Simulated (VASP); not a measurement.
# Be (Im-3m) in VASP: notebook

Runs on Be. Level: PBEsol. Tasks: single point.

All numbers are computed with VASP 6.6.1; they aren't measurements. Logs are shortened: lines on timing, memory, paths and dates and some standing lists are left out, and cuts for length are marked.

## (1) The crystal as given

It takes space group Im-3m (No. 229, cubic). The conventional cell has a = 2.506 Å, b = 2.506 Å, c = 2.506 Å, α = 90.00°, β = 90.00°, γ = 90.00°. Be (site symmetry m-3m) has 8 Be at 2.17 Å as nearest neighbours.

This isn't the form of Be at room conditions, which is hcp.

## (2) Single point, PBEsol

Input file INCAR:

```
  PREC = Accurate
  ENCUT = 520
  EDIFF = 1E-6
  ISMEAR = 0
  SIGMA = 0.15
  LREAL = False
  LASPH = True
  NELM = 60
  ALGO = Fast
  ISIF = 2
  LWAVE = False
  LCHARG = True
  GGA = PS
  LELF = True
  LVHAR = True
  NBANDS = 7
```

Input file KPOINTS:

```
regular mesh
0
Gamma
  26 26 26
```

Input file POSCAR:

```
Be
1.0
   -1.2531209513      1.2531209513      1.2531209513
    1.2531209513     -1.2531209513      1.2531209513
    1.2531209513      1.2531209513     -1.2531209513
Be
1
Direct
    0.0000000000      0.0000000000      0.0000000000
```

Potentials or basis: VASP PAW PBE potentials, release 64 (Be).

On the command line:

```bash
$ cat potpaw_PBE.64/Be/POTCAR > POTCAR
$ mpirun -np 1 vasp_std > vasp.out
```

OUTCAR:

```text
PREC = Accurate
   ENCUT = 520
   EDIFF = 1E-6
   ISMEAR = 0
   LREAL = False
   LASPH = True
   NELM = 60
   ISIF = 2
   GGA = PS

 ion  position               nearest neighbor table
   1  0.000  0.000  0.000-

  LATTYP: Found a body centered cubic cell.
 ALAT       =     2.5062419026

  Lattice vectors:

 A1 = (  -1.2531209513,   1.2531209513,   1.2531209513)
 A2 = (   1.2531209513,  -1.2531209513,   1.2531209513)
 A3 = (   1.2531209513,   1.2531209513,  -1.2531209513)

Analysis of symmetry for initial positions (statically):
=====================================================================
 Subroutine PRICEL returns:
 Original cell was already a primitive cell.

 Routine SETGRP: Setting up the symmetry group for a
 body centered cubic supercell.

 Subroutine GETGRP returns: Found 48 space group operations
 (whereof 48 operations were pure point group operations)
 out of a pool of 48 trial point group operations.

The static configuration has the point symmetry O_h .

Analysis of symmetry for dynamics (positions and initial velocities):
=====================================================================
 Subroutine PRICEL returns:
 Original cell was already a primitive cell.

 Routine SETGRP: Setting up the symmetry group for a
 body centered cubic supercell.

 Subroutine GETGRP returns: Found 48 space group operations
 (whereof 48 operations were pure point group operations)
 out of a pool of 48 trial point group operations.

The dynamic configuration has the point symmetry O_h .

 Subroutine INISYM returns: Found 48 space group operations
 (whereof 48 operations are pure point group operations),
 and found     1 'primitive' translations

----------------------------------------------------------------------------------------

                                     Primitive cell

  volume of cell :       7.8712

  direct lattice vectors                    reciprocal lattice vectors
    -1.253120951  1.253120951  1.253120951     0.000000000  0.399003783  0.399003783
     1.253120951 -1.253120951  1.253120951     0.399003783  0.000000000  0.399003783
     1.253120951  1.253120951 -1.253120951     0.399003783  0.399003783  0.000000000

  length of vectors
     2.170469156  2.170469156  2.170469156     0.564276561  0.564276561  0.564276561

  position of ions in fractional coordinates (direct lattice)
     0.000000000  0.000000000  0.000000000

  ion indices of the primitive-cell ions
   primitive index   ion index
                 1           1

----------------------------------------------------------------------------------------

 KPOINTS: regular mesh

Automatic generation of k-mesh.
 Grid dimensions read from file:
 generate k-points for:   26   26   26

 Generating k-lattice:

  Cartesian coordinates                     Fractional coordinates (reciprocal lattice)
     0.000000000  0.015346299  0.015346299     0.038461538  0.000000000  0.000000000
     0.015346299  0.000000000  0.015346299     0.000000000  0.038461538  0.000000000
     0.015346299  0.015346299  0.000000000     0.000000000  0.000000000  0.038461538

  Length of vectors
     0.021702945  0.021702945  0.021702945

  Shift w.r.t. Gamma in fractional coordinates (k-lattice)
     0.000000000  0.000000000  0.000000000

 Subroutine IBZKPT returns following result:
 ===========================================

 Found    511 irreducible k-points:

 Following reciprocal coordinates:
            Coordinates               Weight
  0.000000  0.000000  0.000000      1.000000
  0.038462  0.000000  0.000000     12.000000
  0.076923  0.000000  0.000000     12.000000
  0.115385  0.000000  0.000000     12.000000
  0.153846  0.000000  0.000000     12.000000
  0.192308  0.000000  0.000000     12.000000
[... 16 lines left out ...]
  0.346154  0.038462 -0.000000     48.000000
  0.384615  0.038462 -0.000000     48.000000
 [... further k-points ...]
   k-points           NKPTS =    511   k-points in BZ     NKDIM =    511   number of bands    NBANDS=      7
   number of dos      NEDOS =    301   number of ions     NIONS =      1
   total plane-waves  NPLWV =   4096
   dimension x,y,z NGX =    16 NGY =   16 NGZ =   16
   dimension x,y,z NGXF=    32 NGYF=   32 NGZF=   32
   ions per type =               1
   NGX,Y,Z   is equivalent  to a cutoff of  12.26, 12.26, 12.26 a.u.
   NGXF,Y,Z  is equivalent  to a cutoff of  24.51, 24.51, 24.51 a.u.
 SYSTEM =  unknown system
   PREC   = accura    normal or accurate (medium, high low for compatibility)
   ISTART =      0    job   : 0-new  1-cont  2-samecut
   ICHARG =      2    charge: 1-file 2-atom 10-const
   ISPIN  =      1    spin polarized calculation?
   LNONCOLLINEAR =      F non collinear calculations
   LSORBIT =      F    spin-orbit coupling
   LASPH  =      T    aspherical Exc in radial PAW
   ENCUT  =  520.0 eV  38.22 Ry    6.18 a.u.   4.04  4.04  4.04*2*pi/ulx,y,z
   NELM   =     60;   NELMIN=  2; NELMDL= -5     # of ELM steps
   EDIFF  = 0.1E-05   stopping-criterion for ELM
   LREAL  =      F    real-space projection
   EDIFFG = 0.1E-04   stopping-criterion for IOM
   NSW    =      0    number of steps for IOM
   IBRION =     -1    ionic relax: 0-MD 1-quasi-New 2-CG
   NFREE  =      0    steps in history (QN), initial steepest desc. (CG)
   ISIF   =      2    stress and relaxation
   ISYM   =      2    0-nonsym 1-usesym 2-fastsym
   POTIM  = 0.5000    time-step for ionic-motion
   TEBEG  =    0.0;   TEEND  =   0.0 temperature during run
   PSTRESS=    0.0 pullay stress
   NELECT =       2.0000    total number of electrons
   NUPDOWN=      -1.0000    fix difference up-down
   EMIN   =  10.00;   EMAX   =-10.00  energy-range for DOS
   EFERMI =   0.00;   METHOD = LEGACY
   ISMEAR =     0;   SIGMA  =   0.15  broadening in eV -4-tet -1-fermi 0-gaus
   EFERMI_NEDOS =   21; number of points for ismear=-14 and -15
   IALGO  =     68    algorithm
   IMIX   =      4    mixing-type and parameters
     AMIX     =   0.40;   BMIX     =  1.00
     AMIX_MAG =   1.60;   BMIX_MAG =  1.00
  volume/ion in A,a.u.               =       7.87        53.12
  Fermi-wavevector in a.u.,A,eV,Ry     =   1.036904  1.959464 14.628572  1.075170
  Thomas-Fermi vector in A             =   2.171317
   LORBIT       =      0    0 simple, 1 ext, 2 COOP (PROOUT), +10 PAW based schemes
   GGA     = PS    functional components
   LHFCALC =     F    Hartree Fock is set to
   AEXX    =    0.0000 exact exchange contribution
   IVDW    =     0    specifies the selected vdW correction
   LEPSILON=     F    determine dielectric tensor
   LRPA    =     F    only Hartree local field effects (RPA)
 non-spin polarized calculation
 RMM-DIIS sequential band-by-band and
 Gauss-broadening in eV      SIGMA  =   0.15
  energy-cutoff  :      520.00
  volume of cell :        7.87
 maximum number of plane-waves:       236
   NGX =  7   NGY =  7   NGZ =  7

 number of electron       2.0000000 magnetization

 Free energy of the ion-electron system (eV)
  ---------------------------------------------------
  ext. energy  EPLUGINS =         0.00000000
  ---------------------------------------------------
  free energy    TOTEN  =        -3.90148894 eV

  energy without entropy =       -3.90071405  energy(sigma->0) =       -3.90110150

 E-fermi :   7.9038     XC(G=0): -10.6281

 val. band max:        7.8946971261   @ k =   0.3462   0.2692   0.0000
 cond. band min:       7.9121196623   @ k =   0.2692   0.2692   0.1538
 fundamental gap:      0.0174225362
 Fermi energy:         7.9038279479

 k-point     1 :       0.0000    0.0000    0.0000
  band No.  band energies     occupation
      1      -4.3161      2.00000
      2      27.2590      0.00000
      3      27.2590      0.00000
      4      27.2590      0.00000
      5      38.6176      0.00000
      6      38.6176      0.00000
      7      38.6176      0.00000

 k-point     2 :       0.0385    0.0000    0.0000
  band No.  band energies     occupation
      1      -4.2644      2.00000
      2      27.0042      0.00000
      3      27.0421      0.00000
      4      27.1977      0.00000
      5      37.8879      0.00000
      6      37.8934      0.00000
      7      38.9711      0.00000

 k-point     3 :       0.0769    0.0000    0.0000
  band No.  band energies     occupation
      1      -4.1090      2.00000
      2      26.2218      0.00000
      3      26.4635      0.00000
      4      27.0162      0.00000
      5      36.2365      0.00000
      6      36.5643      0.00000
      7      39.5890      0.00000

 k-point     4 :       0.1154    0.0000    0.0000
  band No.  band energies     occupation
      1      -3.8499      2.00000
      2      24.9113      0.00000
      3      25.6707      0.00000
      4      26.7233      0.00000
      5      34.8737      0.00000
      6      35.1983      0.00000
      7      39.0507      0.00000

 k-point     5 :       0.1538    0.0000    0.0000
  band No.  band energies     occupation
      1      -3.4873      2.00000
      2      23.1736      0.00000
      3      24.7926      0.00000
      4      26.3379      0.00000
      5      33.9160      0.00000
      6      33.9972      0.00000
      7      38.8030      0.00000
[... 161 lines left out ...]
 k-point    22 :       0.3077    0.0385    0.0000
  band No.  band energies     occupation
      1      -0.5695      2.00000
      2      14.0386      0.00000
      3      21.2167      0.00000
      4      23.8777      0.00000
      5      30.2571      0.00000
      6      33.4840      0.00000
      7      40.7260      0.00000

 k-point    23 :       0.3462    0.0385   -0.0000
  band No.  band energies     occupation
      1       0.3082      2.00000
      2      12.2131      0.00000
      3      20.7344      0.00000
      4      23.4975      0.00000
      5      29.7365      0.00000
      6      33.6964      0.00000
      7      41.6099      0.00000

 k-point    24 :       0.3846    0.0385   -0.0000
  band No.  band energies     occupation
      1       1.2188      2.00000
      2      10.5809      0.00000
      3      20.3686      0.00000
      4      23.2018      0.00000
      5      29.3436      0.00000
      6      33.9176      0.00000
      7      42.5579      0.00000

 [... further k-points ...]

------------------------ aborting loop because EDIFF is reached ----------------------------------------

  FORCE on cell =-STRESS in cart. coord.  units (eV):
  Direction    XX          YY          ZZ          XY          YZ          ZX
  --------------------------------------------------------------------------------------
  -------------------------------------------------------------------------------------
  Total       -0.0794301     -0.0794301     -0.0794301      0.0000000     -0.0000000      0.0000000
  in kB      -16.1680212    -16.1680212    -16.1680212      0.0000000     -0.0000000      0.0000000
  external PRESSURE =     -16.1680212 kB  Pullay stress =       0.0000000 kB

 VOLUME and BASIS-vectors are now :
 -----------------------------------------------------------------------------
  energy-cutoff  :      520.00
  volume of cell :        7.87
      direct lattice vectors                 reciprocal lattice vectors
    -1.253120951  1.253120951  1.253120951     0.000000000  0.399003783  0.399003783
     1.253120951 -1.253120951  1.253120951     0.399003783  0.000000000  0.399003783
     1.253120951  1.253120951 -1.253120951     0.399003783  0.399003783  0.000000000

 POSITION                                       TOTAL-FORCE (eV/Angst)
 -----------------------------------------------------------------------------------
      0.00000      0.00000      0.00000        -0.000000     -0.000000     -0.000000
 -----------------------------------------------------------------------------------
    total drift:                                0.000000     -0.000000     -0.000000

  FREE ENERGIE OF THE ION-ELECTRON SYSTEM (eV)
  ---------------------------------------------------
  free  energy   TOTEN  =        -3.9014889419 eV

  energy  without entropy=       -3.9007140492  energy(sigma->0) =       -3.90110150
```

Run time: 5.3 s. Hardware: 1 thread of Intel Xeon 6975P-C (Granite Rapids), shared host; peak memory 0.13 GiB.

What came out:

- Free energy: -3.9015 eV
- Pressure: -1.6 GPa
- Band gap on the k mesh: none (metal or under the smearing width)

Caveat: the PAW data sets were made with another functional, which shifts forces and pressure a little.

[end of part 1 of 2]
